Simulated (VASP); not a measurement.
# PbSe in VASP: further runs

Runs on PbSe. Level: LDA. Tasks: single point.

All numbers are computed with VASP 6.6.1; they aren't measurements. Logs are shortened: lines on timing, memory, paths and dates and some standing lists are left out, and cuts for length are marked.

## Step 1: Starting point

The cell holds a slab with vacuum, 4 atoms: a = 4.415 Å, b = 4.415 Å, c = 12.399 Å, α = 100.23°, β = 100.23°, γ = 90.13°.

## Step 2: Single point, LDA

The input, INCAR:

```
ALGO     = Normal         # electronic algorithm
EDIFF    = 1E-7           # SCF threshold, eV
ENCUT    = 520            # plane-wave cutoff, eV
GGA      = CA             # functional
ISIF     = 2              # what is computed and relaxed
ISMEAR   = 0              # smearing method
LASPH    = T              # aspherical terms in the spheres
LCHARG   = F              # write CHGCAR
LREAL    = F              # projectors in reciprocal space
LWAVE    = F              # write WAVECAR
NBANDS   = 28             # bands
NELM     = 100            # most SCF steps
PREC     = Accurate       # precision mode
SIGMA    = 0.01           # smearing width, eV
```

The input, KPOINTS:

```
k-points
0
Gamma
  3 3 2
```

The input, POSCAR:

```
PbSe
1.0
    4.4148899600      0.0000000000      0.0000000000
   -0.0103110200      4.4148779200      0.0000000000
   -2.2022894700     -2.2074389600     12.0007990000
Pb Se
2 2
Direct
    0.8001900000      0.8145460000      0.6176240000
    0.1926960000      0.1931600000      0.3815570000
    0.3001050000      0.3157340000      0.6220350000
    0.6768540000      0.7126680000      0.3768060000
```

Potentials or basis: VASP PAW LDA potentials, release 64 (Pb_d, Se).

Run with:

```console
$ cat potpaw_LDA.64/Pb_d/POTCAR potpaw_LDA.64/Se/POTCAR > POTCAR
$ mpirun -np 1 vasp_std > vasp.out
```

OUTCAR:

```text
EDIFF = 1E-7
   ENCUT = 520
   GGA = CA
   ISIF = 2
   ISMEAR = 0
   LASPH = T
   LREAL = F
   NELM = 100
   PREC = Accurate

 ion  position               nearest neighbor table
   1  0.800  0.815  0.618-   4 2.89   3 3.11   3 3.12   3 3.13   3 3.13
   2  0.193  0.193  0.382-   3 2.89   4 3.02   4 3.09   4 3.15   4 3.24
   3  0.300  0.316  0.622-   2 2.89   1 3.11   1 3.12   1 3.13   1 3.13
   4  0.677  0.713  0.377-   1 2.89   2 3.02   2 3.09   2 3.15   2 3.24

  LATTYP: Found a face centered orthorhombic cell.
 ALAT       =     6.2363020042
 B/A-ratio  =     1.0023382438
 C/A-ratio  =     3.8486907760

  Lattice vectors:

 A1 = (  -2.2126004900,   2.2074389600,  12.0007990000)
 A2 = (   2.2022894700,   2.2074389600,  12.0007990000)
 A3 = (  -0.0103110200,   4.4148779200,   0.0000000000)

Analysis of symmetry for initial positions (statically):
=====================================================================
 Subroutine PRICEL returns:
 Original cell was already a primitive cell.

 Routine SETGRP: Setting up the symmetry group for a
 face centered orthorhombic supercell.

 Subroutine GETGRP returns: Found  1 space group operations
 (whereof  1 operations were pure point group operations)
 out of a pool of  8 trial point group operations.

The static configuration has the point symmetry C_1 .

Analysis of symmetry for dynamics (positions and initial velocities):
=====================================================================
 Subroutine PRICEL returns:
 Original cell was already a primitive cell.

 Routine SETGRP: Setting up the symmetry group for a
 face centered orthorhombic supercell.

 Subroutine GETGRP returns: Found  1 space group operations
 (whereof  1 operations were pure point group operations)
 out of a pool of  8 trial point group operations.

The dynamic configuration has the point symmetry C_1 .

 Subroutine INISYM returns: Found  1 space group operations
 (whereof  1 operations are pure point group operations),
 and found     1 'primitive' translations

----------------------------------------------------------------------------------------

                                     Primitive cell

  volume of cell :     233.9100

  direct lattice vectors                    reciprocal lattice vectors
     4.414889960  0.000000000  0.000000000     0.226506212  0.000529009  0.041663893
    -0.010311020  4.414877920  0.000000000     0.000000000  0.226506829  0.041663893
    -2.202289470 -2.207438960 12.000799000     0.000000000  0.000000000  0.083327785

  length of vectors
     4.414889960  4.414889961 12.399275878     0.230306804  0.230306803  0.083327785

  position of ions in fractional coordinates (direct lattice)
     0.800190000  0.814546000  0.617624000
     0.192696000  0.193160000  0.381557000
     0.300105000  0.315734000  0.622035000
     0.676854000  0.712668000  0.376806000

  ion indices of the primitive-cell ions
   primitive index   ion index
                 1           1
                 2           2
                 3           3
                 4           4

----------------------------------------------------------------------------------------

 KPOINTS: k-points

Automatic generation of k-mesh.
 Grid dimensions read from file:
 generate k-points for:    3    3    2

 Generating k-lattice:

  Cartesian coordinates                     Fractional coordinates (reciprocal lattice)
     0.075502071  0.000176336  0.013887964     0.333333333  0.000000000  0.000000000
     0.000000000  0.075502276  0.013887964     0.000000000  0.333333333  0.000000000
     0.000000000  0.000000000  0.041663893     0.000000000  0.000000000  0.500000000

  Length of vectors
     0.076768935  0.076768934  0.041663893

  Shift w.r.t. Gamma in fractional coordinates (k-lattice)
     0.000000000  0.000000000  0.000000000

 -----------------------------------------------------------------------------
|                                                                             |
|           W    W    AA    RRRRR   N    N  II  N    N   GGGG   !!!           |
|           W    W   A  A   R    R  NN   N  II  NN   N  G    G  !!!           |
|           W    W  A    A  R    R  N N  N  II  N N  N  G       !!!           |
|           W WW W  AAAAAA  RRRRR   N  N N  II  N  N N  G  GGG   !            |
|           WW  WW  A    A  R   R   N   NN  II  N   NN  G    G                |
|           W    W  A    A  R    R  N    N  II  N    N   GGGG   !!!           |
|                                                                             |
|     Your reciprocal lattice and k-lattice belong to different lattice       |
|     classes:                                                                |
|                                                                             |
|        The reciprocal lattice is body-centered orthorhombic,                |
|        whereas your k-lattice is base-centered monoclinic.                  |
|                                                                             |
|     Results are often still useful ...                                      |
|                                                                             |
 -----------------------------------------------------------------------------

 WARNING: IBZKPT: internal override: KBLOWUP is changed to .FALSE.
      ... skipping the blow-up phase ...

 Subroutine IBZKPT returns following result:
 ===========================================

 Found     10 irreducible k-points:

 Following reciprocal coordinates:
            Coordinates               Weight
  0.000000  0.000000  0.000000      1.000000
  0.333333  0.000000  0.000000      2.000000
  0.000000  0.333333  0.000000      2.000000
  0.333333  0.333333 -0.000000      2.000000
 -0.333333  0.333333  0.000000      2.000000
  0.000000  0.000000  0.500000      1.000000
  0.333333  0.000000  0.500000      2.000000
  0.000000  0.333333  0.500000      2.000000
  0.333333  0.333333  0.500000      2.000000
 -0.333333  0.333333  0.500000      2.000000
   k-points           NKPTS =     10   k-points in BZ     NKDIM =     10   number of bands    NBANDS=     28
   number of dos      NEDOS =    301   number of ions     NIONS =      4
   total plane-waves  NPLWV = 124416
   dimension x,y,z NGX =    36 NGY =   36 NGZ =   96
   dimension x,y,z NGXF=    72 NGYF=   72 NGZF=  192
   ions per type =               2   2
   NGX,Y,Z   is equivalent  to a cutoff of  13.56, 13.56, 12.87 a.u.
   NGXF,Y,Z  is equivalent  to a cutoff of  27.11, 27.11, 25.74 a.u.
 SYSTEM =  unknown system
   PREC   = accura    normal or accurate (medium, high low for compatibility)
   ISTART =      0    job   : 0-new  1-cont  2-samecut
   ICHARG =      2    charge: 1-file 2-atom 10-const
   ISPIN  =      1    spin polarized calculation?
   LNONCOLLINEAR =      F non collinear calculations
   LSORBIT =      F    spin-orbit coupling
   LASPH  =      T    aspherical Exc in radial PAW
   ENCUT  =  520.0 eV  38.22 Ry    6.18 a.u.   8.21  8.21 23.05*2*pi/ulx,y,z
   NELM   =    100;   NELMIN=  2; NELMDL= -5     # of ELM steps
   EDIFF  = 0.1E-06   stopping-criterion for ELM
   LREAL  =      F    real-space projection
   EDIFFG = 0.1E-05   stopping-criterion for IOM
   NSW    =      0    number of steps for IOM
   IBRION =     -1    ionic relax: 0-MD 1-quasi-New 2-CG
   NFREE  =      0    steps in history (QN), initial steepest desc. (CG)
   ISIF   =      2    stress and relaxation
   ISYM   =      2    0-nonsym 1-usesym 2-fastsym
   POTIM  = 0.5000    time-step for ionic-motion
   TEBEG  =    0.0;   TEEND  =   0.0 temperature during run
   PSTRESS=    0.0 pullay stress
   NELECT =      40.0000    total number of electrons
   NUPDOWN=      -1.0000    fix difference up-down
   EMIN   =  10.00;   EMAX   =-10.00  energy-range for DOS
   EFERMI =   0.00;   METHOD = LEGACY
   ISMEAR =     0;   SIGMA  =   0.01  broadening in eV -4-tet -1-fermi 0-gaus
   EFERMI_NEDOS =   21; number of points for ismear=-14 and -15
   IALGO  =     38    algorithm
   IMIX   =      4    mixing-type and parameters
     AMIX     =   0.40;   BMIX     =  1.00
     AMIX_MAG =   1.60;   BMIX_MAG =  1.00
  volume/ion in A,a.u.               =      58.48       394.63
  Fermi-wavevector in a.u.,A,eV,Ry     =   0.908682  1.717160 11.234370  0.825703
  Thomas-Fermi vector in A             =   2.032637
   LORBIT       =      0    0 simple, 1 ext, 2 COOP (PROOUT), +10 PAW based schemes
   GGA     = CA    functional components
   LHFCALC =     F    Hartree Fock is set to
   AEXX    =    0.0000 exact exchange contribution
   IVDW    =     0    specifies the selected vdW correction
   LEPSILON=     F    determine dielectric tensor
   LRPA    =     F    only Hartree local field effects (RPA)
 non-spin polarized calculation
 Gauss-broadening in eV      SIGMA  =   0.01
  energy-cutoff  :      520.00
  volume of cell :      233.91
 maximum number of plane-waves:      6314
 NGX is ok and might be reduce to    36
   NGX = 17   NGY = 17   NGZ = 45

 number of electron      40.0000000 magnetization

 Free energy of the ion-electron system (eV)
  ---------------------------------------------------
  ext. energy  EPLUGINS =         0.00000000
  ---------------------------------------------------
  free energy    TOTEN  =       -18.25410812 eV

  energy without entropy =      -18.25410812  energy(sigma->0) =      -18.25410812

 E-fermi :  -0.5164     XC(G=0):  -5.7822

 val. band max:       -0.5716730203   @ k =   0.0000   0.3333   0.5000
 cond. band min:       1.4322451216   @ k =   0.0000   0.3333   0.0000
 fundamental gap:      2.0039181419
 Fermi energy:        -0.5164062855

 k-point     1 :       0.0000    0.0000    0.0000
  band No.  band energies     occupation
      1     -16.7994      2.00000
      2     -16.7120      2.00000
      3     -16.7045      2.00000
      4     -16.6994      2.00000
      5     -16.6992      2.00000
      6     -16.6880      2.00000
[... 20 lines left out ...]
     27       5.0386      0.00000
     28       5.0858      0.00000
[... 249 lines left out ...]
 k-point    10 :      -0.3333    0.3333    0.5000
  band No.  band energies     occupation
      1     -16.7685      2.00000
      2     -16.7520      2.00000
      3     -16.7085      2.00000
      4     -16.7077      2.00000
      5     -16.6951      2.00000
      6     -16.6878      2.00000
[... 20 lines left out ...]
     27       5.6018      0.00000
     28       5.9115      0.00000

------------------------ aborting loop because EDIFF is reached ----------------------------------------

  FORCE on cell =-STRESS in cart. coord.  units (eV):
  Direction    XX          YY          ZZ          XY          YZ          ZX
  --------------------------------------------------------------------------------------
  -------------------------------------------------------------------------------------
  Total       -4.0397563     -4.0308947     -2.2726640     -0.0036990      0.1612017      0.0459460
  in kB      -27.6705001    -27.6098017    -15.5667188     -0.0253367      1.1041589      0.3147093
  external PRESSURE =     -23.6156735 kB  Pullay stress =       0.0000000 kB

 VOLUME and BASIS-vectors are now :
 -----------------------------------------------------------------------------
  energy-cutoff  :      520.00
  volume of cell :      233.91
      direct lattice vectors                 reciprocal lattice vectors
     4.414889960  0.000000000  0.000000000     0.226506212  0.000529009  0.041663893
    -0.010311020  4.414877920  0.000000000     0.000000000  0.226506829  0.041663893
    -2.202289470 -2.207438960 12.000799000     0.000000000  0.000000000  0.083327785

 POSITION                                       TOTAL-FORCE (eV/Angst)
 -----------------------------------------------------------------------------------
      2.16417      2.23275      7.41198         0.016518      0.004878     -0.475456
      0.00844      0.01051      4.57899        -0.000693     -0.024652      0.452570
     -0.04823      0.02082      7.46492        -0.000655      0.050572     -0.303765
      2.15105      2.31457      4.52197        -0.015170     -0.030798      0.326651
 -----------------------------------------------------------------------------------
    total drift:                                0.000556      0.000458      0.000284

  FREE ENERGIE OF THE ION-ELECTRON SYSTEM (eV)
  ---------------------------------------------------
  free  energy   TOTEN  =       -18.2541081219 eV

  energy  without entropy=      -18.2541081219  energy(sigma->0) =      -18.25410812
```

Run time: 50 s. Hardware: 1 thread of AMD EPYC 9R45 (Zen 5), shared host; peak memory 0.26 GiB.

Results:

| Property | Result |
| --- | --- |
| Free energy | -18.2541 eV |
| Largest force | 0.476 eV/Å |
| Band gap on the k mesh | 2.00 eV, direct |

Forces in eV/Å, atoms in the order of the input:
```
Pb   0.017  0.005 -0.475
Pb  -0.001 -0.025  0.453
Se  -0.001  0.051 -0.304
Se  -0.015 -0.031  0.327
```

Levels at points of the mesh, in eV from the valence-band top:
| k point | band 16 | band 17 | band 18 | band 19 | band 20 | band 21 | band 22 | band 23 | band 24 | band 25 |
| --- | --- | --- | --- | --- | --- | --- | --- | --- | --- | --- |
| (0.00, 0.00, 0.00) | -2.10 | -2.09 | -1.17 | -1.15 | -0.27 | 2.18 | 4.24 | 4.63 | 4.92 | 5.02 |
| (0.00, 0.00, 0.50) | -2.10 | -2.09 | -1.17 | -1.15 | -0.27 | 2.10 | 4.63 | 4.68 | 5.02 | 5.11 |

Caveat: the k mesh is coarse (spacing up to 0.48 Å⁻¹), so the values aren't converged; spin-orbit coupling is left out, which as a rule narrows the gap of such compounds by several tenths of an eV.

## Step 3: Single point, LDA

The input, INCAR:

```
SYSTEM = PbSe
PREC = Accurate
ENCUT = 520
EDIFF = 1E-6
ISMEAR = 0
SIGMA = 0.01
LREAL = .FALSE.
LASPH = .TRUE.
NELM = 100
ALGO = Normal
ISIF = 2
LWAVE = .FALSE.
LCHARG = .FALSE.
NBANDS = 28
```

The input, KPOINTS:

```
regular mesh
0
G
  3 3 2
  0 0 0
```

POSCAR is that of step 2.

Potentials or basis: VASP PAW LDA potentials, release 64 (Pb_d, Se).

Run with:

```console
$ cat potpaw_LDA.64/Pb_d/POTCAR potpaw_LDA.64/Se/POTCAR > POTCAR
$ mpirun -np 1 vasp_std > vasp.out
```

Run time: 43 s. Hardware: 1 thread of AMD EPYC 9R45 (Zen 5), shared host; peak memory 0.26 GiB.

The run converged. Its results:

| Item | Value |
| --- | --- |
| Free energy | -18.2541 eV |
| Largest force | 0.476 eV/Å |
| Band gap on the k mesh | 2.00 eV, direct |

Forces in eV/Å, atoms in the order of the input:
```
Pb   0.017  0.005 -0.475
Pb  -0.001 -0.025  0.452
Se  -0.001  0.051 -0.304
Se  -0.015 -0.031  0.327
```

Levels at points of the mesh, in eV from the valence-band top:
```csv
k point,band 18,band 19,band 20,band 21,band 22,band 23
"(0.00, 0.00, 0.00)",-1.17,-1.15,-0.27,2.18,4.24,4.63
"(0.00, 0.00, 0.50)",-1.17,-1.15,-0.27,2.10,4.63,4.68
```

Caveat: the k mesh is coarse (spacing up to 0.48 Å⁻¹), so the values aren't converged; spin-orbit coupling is left out, which as a rule narrows the gap of such compounds by several tenths of an eV.
